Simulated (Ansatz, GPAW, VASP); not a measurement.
# PbSe: 3 runs at one level of theory

```
CELL_PARAMETERS angstrom
0.00000 3.06065 3.06065
3.06065 0.00000 3.06065
3.06065 3.06065 0.00000
ATOMIC_POSITIONS crystal
Pb 0.00000 0.00000 0.00000
Se 0.50000 0.50000 0.50000
```

Alike in all runs: task single point; functional PBE; k mesh 8 × 8 × 8; occupations gaussian, width 0.027 eV; no spin polarisation; no spin-orbit coupling. Pressure is positive in compression and, in plane waves, holds the error of the finite cutoff.

| program and potentials | plane-wave cutoff (eV) | notes | band gap (eV) | pressure (GPa) |
| --- | --- | --- | --- | --- |
| Ansatz, all-electron LAPW, scalar-relativistic | - | - | 0.28 | 2.43 |
| GPAW, GPAW PAW data sets (gpaw-data 1.2.1) | 600 | - | 0.24 | 2.22 |
| VASP, PBE PAW files Pb_d, Se, 520 eV | 520 | - | ? | ? |

Question: Estimate from the other rows what the run with VASP, PBE PAW files Pb_d, Se, 520 eV gave.

Answer: Band gap 0.29 eV; pressure 2.42 GPa. The other rows, which needn't bracket it: band gap 0.24 to 0.28; pressure 2.22 to 2.43.
